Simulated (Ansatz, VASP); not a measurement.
# One calculation of Sn, two programs

```
CELL_PARAMETERS angstrom
4.50100 0.00000 0.00000
0.57367 4.46429 0.00000
0.00000 0.00000 18.53402
ATOMIC_POSITIONS crystal
Sn 0.79217 0.79217 0.42152
Sn 0.23029 0.23029 0.43714
Sn 0.53492 0.53492 0.56286
Sn 0.97304 0.97304 0.57848
```

Alike in both runs: functional PBE; k mesh 8 × 8 × 1; occupations gaussian, width 0.1 eV; no spin polarisation.

Ansatz relaxed the structure, and its values are those at the end. VASP's run is a single point on that final structure, the one shown.

```csv
,VASP,Ansatz
version,VASP 6.6.1,Ansatz 0.2.0
potentials or method,"VASP PAW PBE potentials, release 64 (Sn_d)","scalar-relativistic, plane waves, PAW"
plane-wave cutoff (eV),520,420
valence electrons in the cell,56,56
```

|  | VASP | Ansatz | Ansatz less VASP |
| --- | --- | --- | --- |
| gap on the k mesh at the Fermi level (eV) | none | none | - |
| rms of the force components (eV/Å) | 0.009 | 0.007 | -0.0013 |
| work function, face that differs most (eV) | 3.82 | 3.90 | +0.081 |

A gap of «none» marks a metal or a gap that the smearing closes. Ansatz warned: «xc_potential_rough_in_thin_density».
